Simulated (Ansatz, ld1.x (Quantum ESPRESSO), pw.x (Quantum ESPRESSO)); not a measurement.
**Os (Z = 76): does the RRKJ potential hold in the solid?**

Os (Z = 76), norm-conserving RRKJ (Kleinman–Bylander form), made with ld1.x (Quantum ESPRESSO) 7.5 (PBE, scalar-relativistic). Core [Xe] 4f14, reference 5d6 6s1 6p0 (charge +1). Waves: 6p (bound, empty): rc 2.30 bohr; 5d (bound): rc 2.20 bohr; 6s (bound): rc 2.25 bohr. Local part: the s channel. Core correction: none. rho0 = 0.001.

Atomic tests: cutoffs needed: 30 Ry and 35 Ry (the cutoffs (Ry, on a coarse ladder) from which the occupation-weighted sum of valence levels, in a spherical-Bessel basis at the reference potential, stays within 10 and 1 mRy of its value at 400 Ry); ghost test: no extra level below or beside the all-electron valence levels (p, d, s, f tested) (spherical-Bessel basis up to 400 Ry, 20 bohr box); largest excitation error: -49 meV (all-electron minus pseudo) for 5d7 6s0 6p0, out of 7 test configurations.

Crystal test: diamond Os in pw.x 7.5, no spin, 8³ k-points, Fermi–Dirac smearing 0.01 Ry, cutoffs 45/180 Ry. The reference is all-electron LAPW (Ansatz 0.2.0) with the same functional, mesh and smearing; V0 and B0 come from Birch–Murnaghan fits to the pressures at five volumes. Errors are pseudo minus all-electron; Δ is the rms difference of the E(V) curves that follow from these fits, minima aligned, over ±6 % about the mean V0. Mesh and smearing are coarse, so the numbers serve the comparison and aren't converged zero-temperature values; the lattice is a test structure that the element need not adopt.

All-electron: a0 = 5.558 Å (V0 = 21.46 Å³/atom), B0 = 203.7 GPa.

**Question.** How far does the potential miss the all-electron equation of state?

**Answer.** mean pressure error (GPa): +5.66; a0 (Å): 5.607; a0 error (%): +0.88; B0 error (%): -2.6; Δ (meV/atom): 25.2. This is a poor potential for the solid.

```
V (Å³/atom)  P all-electron (GPa)  P pseudo (GPa)
     20.307                 12.77           19.47
     20.842                  6.37           12.50
     21.376                  0.80            6.41
     21.910                 -4.04            1.10
     22.445                 -8.25           -3.54
```

**Question.** At the middle volume, how do free energy and pressure move when the wave cutoff is lowered (ecutrho kept at four times it)?

**Answer.**

```csv
cutoff (Ry),shift of F (meV/atom),shift of P (GPa)
20,+3756.5,-115.19
27,+263.5,-15.68
36,+2.3,-0.12
```

Input at the middle volume:

```
&control
  calculation='scf', prefix='x', pseudo_dir='./', outdir='./tmp', tstress=.true., disk_io='none'
/
&system
  ibrav=0, nat=2, ntyp=1, ecutwfc=45, ecutrho=180, nbnd=16,
  occupations='smearing', smearing='fd', degauss=0.01
/
&electrons
  conv_thr=1e-09, mixing_beta=0.4, electron_maxstep=70
/
ATOMIC_SPECIES
Os 1.0 Os.UPF
CELL_PARAMETERS angstrom
  0.00000000 2.77529283 2.77529283
  2.77529283 0.00000000 2.77529283
  2.77529283 2.77529283 0.00000000
ATOMIC_POSITIONS crystal
Os 0.0000 0.0000 0.0000
Os 0.2500 0.2500 0.2500
K_POINTS automatic
8 8 8 0 0 0
```

```bash
pw.x < Os.scf.in > Os.scf.out
```

Lines of the output:

```
Message from routine setup:
     using ibrav=0 with symmetry is DISCOURAGED, use correct ibrav instead
     lattice parameter (alat)  =       7.4169  a.u.
     unit-cell volume          =     288.5048 (a.u.)^3
     number of electrons       =        16.00
     number of Kohn-Sham states=           16
     kinetic-energy cutoff     =      45.0000  Ry
     charge density cutoff     =     180.0000  Ry
     scf convergence threshold =      1.0E-09
     Exchange-correlation= PBE
     number of k points=    29  Fermi-Dirac smearing, width (Ry)=  0.0100
     iteration #  1     ecut=    45.00 Ry     beta= 0.40
     total energy              =     -60.73048787 Ry
     estimated scf accuracy    <       0.80819091 Ry
     iteration #  2     ecut=    45.00 Ry     beta= 0.40
     total energy              =     -60.77702079 Ry
     estimated scf accuracy    <       0.06518925 Ry
     iteration #  3     ecut=    45.00 Ry     beta= 0.40
     total energy              =     -60.79130381 Ry
     estimated scf accuracy    <       0.00410953 Ry
     iteration #  4     ecut=    45.00 Ry     beta= 0.40
     total energy              =     -60.79267437 Ry
     estimated scf accuracy    <       0.00021553 Ry
     iteration #  5     ecut=    45.00 Ry     beta= 0.40
     total energy              =     -60.79278928 Ry
     estimated scf accuracy    <       0.00001799 Ry
     iteration #  6     ecut=    45.00 Ry     beta= 0.40
     total energy              =     -60.79279282 Ry
     estimated scf accuracy    <       0.00000134 Ry
     iteration #  7     ecut=    45.00 Ry     beta= 0.40
     total energy              =     -60.79279312 Ry
     estimated scf accuracy    <       0.00000001 Ry
     iteration #  8     ecut=    45.00 Ry     beta= 0.40
     total energy              =     -60.79279314 Ry
     estimated scf accuracy    <       0.00000003 Ry
     iteration #  9     ecut=    45.00 Ry     beta= 0.40
     the Fermi energy is    10.9727 ev
!    total energy              =     -60.79279315 Ry
     estimated scf accuracy    <          8.8E-11 Ry
     smearing contrib. (-TS)   =      -0.00747747 Ry
     The total energy is F=E-TS. E is the sum of the following terms:
     one-electron contribution =       9.51106218 Ry
     hartree contribution      =       7.88724015 Ry
     xc contribution           =     -12.44766140 Ry
     ewald contribution        =     -65.73595661 Ry
     convergence has been achieved in   9 iterations
          total   stress  (Ry/bohr**3)                   (kbar)     P=       64.14
     Message from routine punch:
     Nothing written, as per user request (disk_io='none')
```

The 8 pw.x runs together took about 40 s on one core of a shared server CPU.
